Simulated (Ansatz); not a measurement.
# CoSi2: the cost of one run

Method: DFT PBE, scalar-relativistic, plane waves, PAW, in Ansatz 0.2.0.

2 further runs of the same task are left out: 2 set aside as unsound or not needed.

**1. The structure to begin with**

Symmetry: Fm-3m, No. 225, cubic system. Conventional cell: a = 5.360 Å, b = 5.360 Å, c = 5.360 Å, α = 90.00°, β = 90.00°, γ = 90.00°. Co (site symmetry m-3m) is surrounded by 8 Si at 2.32 Å. Around Si (site symmetry -43m) lie 4 Co at 2.32 Å.

Structure file:

```xyz
12
Lattice="5.3599 0.0000 0.0000 0.0000 -5.3599 0.0000 0.0000 0.0000 -5.3599" Properties=species:S:1:pos:R:3 pbc="T T T"
Co    2.6799   -2.6799   -5.3599
Co    0.0000    0.0000   -5.3599
Co    0.0000   -2.6799   -2.6799
Co    2.6799    0.0000   -2.6799
Si    1.3400   -1.3400   -1.3400
Si    4.0199   -4.0199   -1.3400
Si    4.0199   -1.3400   -4.0199
Si    1.3400   -4.0199   -4.0199
Si    4.0199   -4.0199   -4.0199
Si    1.3400   -1.3400   -4.0199
Si    1.3400   -4.0199   -1.3400
Si    4.0199   -1.3400   -1.3400
```

It is built from the cell relaxed beforehand with the same method (12.83 Å³/atom).

**2. Zero of the scan**

Contents of input.yaml:

```yaml
crystal:
  lattice:
    - [5.3598781157, 0.0, 0.0]
    - [0.0, -5.3598781157, 0.0]
    - [0.0, 0.0, -5.3598781157]
  atoms:
    - { symbol: Co, position: [0.5, 0.5, 1.0] }
    - { symbol: Co, position: [0.0, 0.0, 1.0] }
    - { symbol: Co, position: [0.0, 0.5, 0.5] }
    - { symbol: Co, position: [0.5, 0.0, 0.5] }
    - { symbol: Si, position: [0.25, 0.25, 0.25] }
    - { symbol: Si, position: [0.75, 0.75, 0.25] }
    - { symbol: Si, position: [0.75, 0.25, 0.75] }
    - { symbol: Si, position: [0.25, 0.75, 0.75] }
    - { symbol: Si, position: [0.75, 0.75, 0.75] }
    - { symbol: Si, position: [0.25, 0.25, 0.75] }
    - { symbol: Si, position: [0.25, 0.75, 0.25] }
    - { symbol: Si, position: [0.75, 0.25, 0.25] }
basis:
  ecutwfc: 420
kpoints:
  mp_grid: { grid: [10, 10, 10] }
hamiltonian:
  xc: pbe
scf:
  occupations: { method: gaussian, width: 0.15 }
output:
  forces: true
  stress: true
  eigenvalues: true
  write_density: true
  write_potential: true
  elf: true
  volumetric_format: npy
```

On the command line:

```console
$ ansatz run input.yaml --threads 1 --pin off --max-ram 2560MiB --backend cpu --events-out ev --progress --plain --runs-dir out
```

**Question.** How long does this run take on 1 thread of AMD EPYC 7R43 (Zen 3), shared host, and how much memory does it need?

About 37 s, with a peak of 0.69 GiB.
